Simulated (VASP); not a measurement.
# PbS (R3m) in VASP: notebook, part 2 of 2

VASP 6.6.1. Earlier steps stand in the parts before.

## (3) Phonons, LDA

The input, POSCAR:

```
PbS
1.0
    2.1126617058      1.2197458045      3.4519162518
   -2.1126617058      1.2197458045      3.4519162518
    0.0000000000     -2.4394916091      3.4519162518
Pb S
1 1
Direct
    0.9805657800      0.9805657800      0.9805657800
    0.4750355500      0.4750355500      0.4750355500
```

The input, INCAR.step1:

```
PREC = Accurate
ENCUT = 600
EDIFF = 1E-8
ISMEAR = 0
SIGMA = 0.02
LREAL = F
LASPH = T
NELM = 100
ALGO = Fast
ISIF = 3
LWAVE = F
LCHARG = F
IBRION = 2
NSW = 40
EDIFFG = -0.002
```

The input, INCAR.step2:

```
PREC = Accurate
ENCUT = 600
EDIFF = 1E-8
ISMEAR = 0
SIGMA = 0.02
LREAL = F
LASPH = T
NELM = 100
ALGO = Fast
ISIF = 2
LWAVE = F
LCHARG = F
IBRION = 8
NSW = 1
```

The input, KPOINTS:

```
regular mesh
0
Gamma
  6 6 6
```

Potentials or basis: VASP PAW LDA potentials, release 64 (Pb_d, S).

Launch:

```sh
> cat potpaw_LDA.64/Pb_d/POTCAR potpaw_LDA.64/S/POTCAR > POTCAR
> cp INCAR.step1 INCAR
> mpirun -np 1 vasp_std > vasp.out
> cp CONTCAR POSCAR
> cp INCAR.step2 INCAR
> mpirun -np 1 vasp_std > vasp.out
```

OUTCAR:

```text
PREC = Accurate
   ENCUT = 600
   EDIFF = 1E-8
   ISMEAR = 0
   LREAL = F
   LASPH = T
   NELM = 100
   ISIF = 2
   IBRION = 8
   NSW = 1

 ion  position               nearest neighbor table
   1  0.980  0.980  0.980-   2 2.89   2 2.89   2 2.89   2 2.95   2 2.95   2 2.95
   2  0.475  0.475  0.475-   1 2.89   1 2.89   1 2.89   1 2.95   1 2.95   1 2.95

  LATTYP: Found a trigonal (rhomboedric) cell.
 ALAT       =     4.1340001761
 COS(alpha) =     0.5002049921

  Lattice vectors:

 A1 = (   2.0665763260,   1.1931383981,   3.3757429565)
 A2 = (  -2.0665763260,   1.1931383981,   3.3757429565)
 A3 = (   0.0000000000,  -2.3862767963,   3.3757429565)

Analysis of symmetry for initial positions (statically):
=====================================================================
 Subroutine PRICEL returns:
 Original cell was already a primitive cell.

 Routine SETGRP: Setting up the symmetry group for a
 trigonal (rhombohedral) supercell.

 Subroutine GETGRP returns: Found  6 space group operations
 (whereof  6 operations were pure point group operations)
 out of a pool of 12 trial point group operations.

The static configuration has the point symmetry C_3v.

Analysis of symmetry for dynamics (positions and initial velocities):
=====================================================================
 Subroutine PRICEL returns:
 Original cell was already a primitive cell.

 Routine SETGRP: Setting up the symmetry group for a
[... 598 lines left out ...]
      0.00000     -0.00000      4.81297         0.000000     -0.000000      0.001031
 -----------------------------------------------------------------------------------
    total drift:                               -0.000000      0.000000     -0.000100

  FREE ENERGIE OF THE ION-ELECTRON SYSTEM (eV)
  ---------------------------------------------------
  free  energy   TOTEN  =       -10.0023945382 eV

  energy  without entropy=      -10.0023937982  energy(sigma->0) =      -10.00239417

[... ionic steps 2 to 3 ...]

--------------------------------------- Ionic step        4  -------------------------------------------

------------------------ aborting loop because EDIFF is reached ----------------------------------------
[... 11 lines left out ...]
[... ionic steps 8 to 8 ...]

--------------------------------------- Ionic step        9  -------------------------------------------

 Free energy of the ion-electron system (eV)
  ---------------------------------------------------
  ---------------------------------------------------
  free energy    TOTEN  =        -0.10641257 eV

  energy without entropy =       -0.10641250

------------------------ aborting loop because EDIFF is reached ----------------------------------------

 INTERNAL STRAIN TENSOR  FOR ION    2  DIRECTION 3   (eV/Angst):
 -----------------------------------------------------------------------------
    -0.07713 -0.00000  0.00000
     0.00000 -0.07713  0.00000
     0.00000  0.00000 -0.35089

 INTERNAL STRAIN TENSOR FOR ION    2 for displacements in x,y,z  (eV/Angst):
          X           Y           Z          XY          YZ          ZX
  --------------------------------------------------------------------------------
  x     0.00000     0.00000     0.00000     0.42175     0.00000    -0.56695
  y     0.42175    -0.42175     0.00000     0.00000    -0.59771    -0.00000
  z    -0.07713    -0.07713    -0.35089    -0.00000     0.00000     0.00000

 SECOND DERIVATIVES (NOT SYMMETRIZED)
 ------------------------------------
               1X          1Y          1Z          2X          2Y          2Z
  1X    -0.469097    0.000000    0.000000    0.469097    0.000000    0.000000
  1Y    -0.000000   -0.469097    0.000000    0.000000    0.469097   -0.000000
  1Z     0.000000    0.000000   -0.859646    0.000000   -0.000000    0.859646
  2X     0.462923    0.000000    0.000000   -0.462923    0.000000    0.000000
  2Y    -0.000000    0.462923   -0.000000    0.000000   -0.462923    0.000000
  2Z     0.000000   -0.000000    0.856881    0.000000    0.000000   -0.856881

 Eigenvectors and eigenvalues of the dynamical matrix
 ----------------------------------------------------

   1 f  =    2.746807 THz    17.258695 2PiTHz   91.623605 cm-1    11.359874 meV
             X         Y         Z           dx          dy          dz
      0.000000 -0.000000  9.928238    -0.000000    0.000000   -0.366596
      0.000000 -0.000000  4.812970    -0.000000   -0.000000    0.930380
[... 21 lines left out ...]
   6 f/i=    0.004582 THz     0.028789 2PiTHz    0.152838 cm-1     0.018949 meV
             X         Y         Z           dx          dy          dz
      0.000000 -0.000000  9.928238    -0.914900   -0.165503   -0.000000
      0.000000 -0.000000  4.812970    -0.362314   -0.065542   -0.000000

--------------------------------------------------------------------------------------------------------

 ELASTIC MODULI CONTR FROM IONIC RELAXATION (kBar)
 Direction    XX          YY          ZZ          XY          YZ          ZX
 --------------------------------------------------------------------------------
 XX         -12.4588     11.9679     -1.0804     -0.0000     16.8499      0.0000
 YY          11.9679    -12.4588     -1.0804      0.0000    -16.8499     -0.0000
 ZZ          -1.0804     -1.0804     -4.7567      0.0000      0.0000     -0.0000
 XY          -0.0000      0.0000      0.0000    -12.2134      0.0000     16.5335
 YZ          16.8499    -16.8499      0.0000      0.0000    -23.2467     -0.0000
 ZX           0.0000     -0.0000     -0.0000     16.5335     -0.0000    -22.3817
 --------------------------------------------------------------------------------
```

OUTCAR.step1:

```text
PREC = Accurate
   ENCUT = 600
   EDIFF = 1E-8
   ISMEAR = 0
   LREAL = F
   LASPH = T
   NELM = 100
   ISIF = 3
   IBRION = 2
   NSW = 40
   EDIFFG = -0.002

[... 811 lines left out ...]
      1     -10.6700      2.00000
      2     -10.6698      2.00000
      3     -10.6698      2.00000
      4     -10.6631      2.00000
      5     -10.6631      2.00000
      6      -7.8005      2.00000
      7       0.1871      2.00000
      8       3.7949      2.00000
      9       3.7949      2.00000
     10       3.7990      2.00000
     11      11.3510      0.00000
     12      11.3782      0.00000
     13      11.3782      0.00000
     14      12.7310      0.00000
[... 420 lines left out ...]
  FREE ENERGIE OF THE ION-ELECTRON SYSTEM (eV)
  ---------------------------------------------------
  free  energy   TOTEN  =       -10.0026204452 eV

  energy  without entropy=      -10.0026197044  energy(sigma->0) =      -10.00262007

 reached required accuracy - stopping structural energy minimisation
```

OSZICAR.step1:

```text
N       E                     dE             d eps       ncg     rms          rms(c)
DAV:   1     0.160555700245E+03    0.16056E+03   -0.10351E+04   896   0.171E+03
DAV:   2     0.413740144089E+01   -0.15642E+03   -0.15275E+03   920   0.375E+02
DAV:   3    -0.100252469282E+02   -0.14163E+02   -0.13975E+02  1196   0.112E+02
DAV:   4    -0.104181684964E+02   -0.39292E+00   -0.39259E+00   966   0.208E+01
[... 143 lines left out ...]
RMM:   3    -0.100026203384E+02   -0.28690E-05   -0.32426E-05  1205   0.668E-02    0.223E-03
RMM:   4    -0.100026204588E+02   -0.12039E-06   -0.21322E-06  1013   0.159E-02    0.162E-03
RMM:   5    -0.100026204774E+02   -0.18632E-07   -0.86672E-07   988   0.817E-03    0.982E-04
RMM:   6    -0.100026204416E+02    0.35886E-07   -0.10615E-07   878   0.486E-03    0.391E-04
RMM:   7    -0.100026204452E+02   -0.36448E-08   -0.76885E-08   754   0.225E-03
  16 F= -.10002620E+02 E0= -.10002620E+02  d E =-.737240E-05
```

Run time: 5.2 min. Hardware: 1 thread of Intel Xeon 6975P-C (Granite Rapids), shared host; peak memory 0.41 GiB.

What came out:

- Relaxed volume: 24.97 Å³/atom
- Relaxed cell: a = 4.134 Å, b = 4.134 Å, c = 4.134 Å, α = 59.99°, β = 59.99°, γ = 59.99°
- Space group after relaxing (to 0.05 Å): R3m (No. 160)
- Highest phonon frequency at Γ, LO-TO splitting left out: 92 cm⁻¹

Step by step:
| step | energy change (eV) | largest force (eV/Å) | pressure (GPa) | volume (Å³) |
| --- | --- | --- | --- | --- |
| 1 | 0.0000 | 0.0141 | -3.65 | 53.37 |
| 2 | -0.0360 | 0.0222 | 1.38 | 48.81 |
| 3 | -0.0409 | 0.0057 | 0.02 | 49.92 |
| 4 | -0.0409 | 0.0053 | -0.05 | 49.99 |
| 5 | -0.0409 | 0.0047 | -0.05 | 49.99 |
| 6 | -0.0409 | 0.0033 | -0.05 | 49.98 |
| 7 | -0.0409 | 0.0033 | -0.03 | 49.97 |
| 8 | -0.0409 | 0.0035 | 0.02 | 49.93 |
| 9 | -0.0409 | 0.0041 | 0.01 | 49.94 |
| 10 | -0.0409 | 0.0039 | 0.00 | 49.94 |
| 11 | -0.0409 | 0.0036 | 0.00 | 49.94 |
| 12 | -0.0409 | 0.0034 | 0.00 | 49.94 |
| 13 | -0.0409 | 0.0033 | 0.00 | 49.94 |
| 14 | -0.0409 | 0.0032 | 0.00 | 49.94 |
| 15 | -0.0409 | 0.0022 | 0.00 | 49.94 |
| 16 | -0.0409 | 0.0006 | 0.00 | 49.94 |

Final structure:
```yaml
crystal:
  lattice:
    - [2.06658, 1.19314, 3.37574]
    - [-2.06658, 1.19314, 3.37574]
    - [0.00000, -2.38628, 3.37574]
  atoms:
    - { symbol: Pb, position: [0.98035, 0.98035, 0.98035] }
    - { symbol: S, position: [0.47525, 0.47525, 0.47525] }
```

Phonon frequencies in cm⁻¹ (negative: imaginary):
| q point | frequencies |
| --- | --- |
| (0.000, 0.000, 0.000) | 0 0 0 67 67 92 |

The run has no spin-orbit coupling, so splittings on Pb are missing.
